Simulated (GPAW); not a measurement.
Here is a GPAW 26.7.0 calculation.

The input run.py:

```python
from ase.dft.bandgap import bandgap
from ase.io import read, write
from ase.units import GPa
from gpaw import GPAW, PW

atoms = read('Sb.xyz')

calc = GPAW(mode=PW(600),
            xc='LDA',
            kpts={'size': (10, 10, 10), 'gamma': True},
            occupations={'name': 'methfessel-paxton', 'order': 0, 'width': 0.02},
            nbands=15,
            convergence={'density': 1e-05, 'energy': 1e-05},
            maxiter=150,
            txt='gpaw.txt')
atoms.calc = calc
energy = atoms.get_potential_energy()
forces = atoms.get_forces()
stress = atoms.get_stress()
calc.write('gs.gpw')
write('result.traj', atoms)
print(f'Energy: {energy:.6f} eV')
print('Forces (eV/A):')
print(forces.round(4))
print('Stress (GPa):', (stress / GPa).round(3))
print('Fermi level:', round(calc.get_fermi_level(), 4), 'eV')
print(f'Gap: {bandgap(calc)[0]:.4f} eV, direct: {bandgap(calc, direct=True)[0]:.4f} eV')
```

The input Sb.xyz:

```xyz
1
Lattice="0.0000000000 2.3712425216 2.3712425216 2.3712425216 0.0000000000 2.3712425216 2.3712425216 2.3712425216 0.0000000000" Properties=species:S:1:pos:R:3 pbc="T T T"
Sb     0.0000000000      0.0000000000      0.0000000000
```

Potentials or basis: the program's PAW data sets (release 1.2.1) made for this functional, pw.

Command:

```console
$ OMP_NUM_THREADS=1 python run.py
```

Question: Estimate the band gap on the k mesh.

Answer: None (metal or under the smearing width).

Question: What does it give for the pressure?

Answer: -2.5 GPa.

Spin-orbit coupling is left out, which matters for the levels of Sb.
